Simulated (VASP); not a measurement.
# GaSb in VASP: a series of runs, part 2 of 2

VASP 6.6.1. Earlier steps stand in the parts before.

## 3. Single point, PBE

INCAR

```
SYSTEM = GaSb
PREC     = Accurate       ! precision mode
ENCUT    = 500            ! plane-wave cutoff, eV
EDIFF    = 1E-6           ! SCF threshold, eV
ISMEAR   = 0              ! smearing method
SIGMA    = 0.15           ! smearing width, eV
LREAL    = .FALSE.        ! projectors in reciprocal space
LASPH    = .TRUE.         ! aspherical terms in the spheres
NELM     = 120            ! most SCF steps
ALGO     = Normal         ! electronic algorithm
ISIF     = 2              ! what is computed and relaxed
LWAVE    = .FALSE.        ! write WAVECAR
LCHARG   = .TRUE.         ! write CHGCAR
GGA      = PE             ! functional
LELF     = .TRUE.         ! ELF
LVHAR    = .TRUE.       
NBANDS   = 16             ! bands
GGA_COMPAT= .FALSE.
```

KPOINTS

```
Automatic mesh
0
G
  12 12 12
  0 0 0
```

POSCAR

```
GaSb
1.0
    0.0000000000      3.2211903400      3.0501413111
    3.0501413111      0.0000000000      3.0501413111
    3.0501413111      3.2211903400      0.0000000000
Ga Sb
1 1
Direct
    0.0000000000      0.0000000000      0.0000000000
    0.7500000000      0.7500000000      0.7500000000
```

Potentials or basis: VASP PAW PBE potentials, release 64 (Ga_d, Sb).

Launch:

```bash
cat potpaw_PBE.64/Ga_d/POTCAR potpaw_PBE.64/Sb/POTCAR > POTCAR
mpirun -np 1 vasp_std > vasp.out
```

OUTCAR:

```text
SYSTEM = GaSb
   PREC = Accurate
   ENCUT = 500
   EDIFF = 1E-6
   ISMEAR = 0
   LREAL = .FALSE.
   LASPH = .TRUE.
   NELM = 120
   ISIF = 2
   GGA = PE

 ion  position               nearest neighbor table
   1  0.000  0.000  0.000-   2 2.69   2 2.69   2 2.69   2 2.69
   2  0.750  0.750  0.750-   1 2.69   1 2.69   1 2.69   1 2.69

  LATTYP: Found a body centered tetragonal cell.
 ALAT       =     4.3135512093
 C/A-ratio  =     1.4935213163

  Lattice vectors:

 A1 = (   0.0000000000,  -3.2211903400,   3.0501413111)
 A2 = (   0.0000000000,  -3.2211903400,  -3.0501413111)
 A3 = (   3.0501413111,   3.2211903400,   0.0000000000)

Analysis of symmetry for initial positions (statically):
=====================================================================
 Subroutine PRICEL returns:
 Original cell was already a primitive cell.

 Routine SETGRP: Setting up the symmetry group for a
 body centered tetragonal supercell.

 Subroutine GETGRP returns: Found  8 space group operations
 (whereof  8 operations were pure point group operations)
 out of a pool of 16 trial point group operations.

The static configuration has the point symmetry D_2d.

Analysis of symmetry for dynamics (positions and initial velocities):
=====================================================================
 Subroutine PRICEL returns:
 Original cell was already a primitive cell.

 Routine SETGRP: Setting up the symmetry group for a
 body centered tetragonal supercell.

 Subroutine GETGRP returns: Found  8 space group operations
 (whereof  8 operations were pure point group operations)
 out of a pool of 16 trial point group operations.

The dynamic configuration has the point symmetry D_2d.

 Subroutine INISYM returns: Found  8 space group operations
 (whereof  8 operations are pure point group operations),
 and found     1 'primitive' translations

----------------------------------------------------------------------------------------

                                     Primitive cell

[... 110 lines left out ...]
     AMIX_MAG =   1.60;   BMIX_MAG =  1.00
  volume/ion in A,a.u.               =      29.97       202.23
  Fermi-wavevector in a.u.,A,eV,Ry     =   1.096319  2.071742 16.353048  1.201915
  Thomas-Fermi vector in A             =   2.232659
   LORBIT       =      0    0 simple, 1 ext, 2 COOP (PROOUT), +10 PAW based schemes
   GGA     = PE    functional components
   LHFCALC =     F    Hartree Fock is set to
   AEXX    =    0.0000 exact exchange contribution
   IVDW    =     0    specifies the selected vdW correction
   LEPSILON=     F    determine dielectric tensor
   LRPA    =     F    only Hartree local field effects (RPA)
 non-spin polarized calculation
 Gauss-broadening in eV      SIGMA  =   0.15
  energy-cutoff  :      500.00
  volume of cell :       59.94
 maximum number of plane-waves:      1538
   NGX = 17   NGY = 15   NGZ = 17

 number of electron      18.0000003 magnetization

 Free energy of the ion-electron system (eV)
  ---------------------------------------------------
  ext. energy  EPLUGINS =         0.00000000
  ---------------------------------------------------
  free energy    TOTEN  =        -7.35666417 eV

  energy without entropy =       -7.35612104  energy(sigma->0) =       -7.35639260

 E-fermi :   4.5599     XC(G=0):  -8.8941

 val. band max:        4.5199024408   @ k =   0.0000   0.0000   0.0000
 cond. band min:       4.6874438204   @ k =   0.5000   0.0000   0.0000
 fundamental gap:      0.1675413796
 Fermi energy:         4.5599077699

 k-point     1 :       0.0000    0.0000    0.0000
  band No.  band energies     occupation
      1     -10.5425      2.00000
      2     -10.5348      2.00000
      3     -10.5348      2.00000
      4     -10.4984      2.00000
      5     -10.4914      2.00000
      6      -6.7498      2.00000
[... 433 lines left out ...]
      3     -10.5248      2.00000
      4     -10.5003      2.00000
      5     -10.4903      2.00000
      6      -5.0584      2.00000
[... 8 lines left out ...]
     15      13.1321      0.00000
     16      13.5849      0.00000

 [... further k-points ...]

------------------------ aborting loop because EDIFF is reached ----------------------------------------

  FORCE on cell =-STRESS in cart. coord.  units (eV):
  Direction    XX          YY          ZZ          XY          YZ          ZX
  --------------------------------------------------------------------------------------
  -------------------------------------------------------------------------------------
  Total        0.3442319     -0.5844346      0.3442319      0.0000000      0.0000000      0.0000000
  in kB        9.2018549    -15.6228481      9.2018549      0.0000000      0.0000000      0.0000000
  external PRESSURE =       0.9269539 kB  Pullay stress =       0.0000000 kB

 VOLUME and BASIS-vectors are now :
 -----------------------------------------------------------------------------
  energy-cutoff  :      500.00
  volume of cell :       59.94
      direct lattice vectors                 reciprocal lattice vectors
     0.000000000  3.221190340  3.050141311    -0.163926831  0.155222122  0.163926831
     3.050141311  0.000000000  3.050141311     0.163926831 -0.155222122  0.163926831
     3.050141311  3.221190340  0.000000000     0.163926831  0.155222122 -0.163926831

 POSITION                                       TOTAL-FORCE (eV/Angst)
 -----------------------------------------------------------------------------------
      0.00000      0.00000      0.00000         0.000000     -0.000000      0.000000
      4.57521      4.83179      4.57521        -0.000000      0.000000     -0.000000
 -----------------------------------------------------------------------------------
    total drift:                               -0.000001     -0.000000     -0.000001

  FREE ENERGIE OF THE ION-ELECTRON SYSTEM (eV)
  ---------------------------------------------------
  free  energy   TOTEN  =        -7.3566641673 eV

  energy  without entropy=       -7.3561210359  energy(sigma->0) =       -7.35639260
```

It took 45 s on 1 thread of Intel Xeon 6975P-C (Granite Rapids), shared host; peak memory 0.28 GiB.

Results:

```yaml
Free_energy: -7.3567 eV
Pressure: 0.1 GPa
Band_gap_on_the_k_mesh: zero (filled and empty bands touch)
```

Stress tensor (GPa, compression positive):
```
 0.92  0.00  0.00
 0.00 -1.56  0.00
 0.00  0.00  0.92
```

Caveat: the cell differs from its parent crystal (strain +e along x and -e along y +0.0000, strain +e along z and -e/2 along x and y +0.0367); semilocal functionals underestimate gaps, and a narrow one can read as zero; spin-orbit coupling is left out, which moves the levels of the heavy elements.

## 4. Comparison with measurements

Step 2. Measured gap of GaSb: 0.811 eV (direct; 4.2 K; a printed reference work, data compilation). This calculation gives 0.00 eV (-0.81 eV). Spin-orbit coupling on Ga, Sb is left out. The value is that of PBE on a finite k mesh, which can miss the band edges, without temperature or zero-point motion. Semilocal functionals fall short of measured gaps as a rule.

The gap in the log of VASP goes by the Fermi energy; the results here count the filled bands.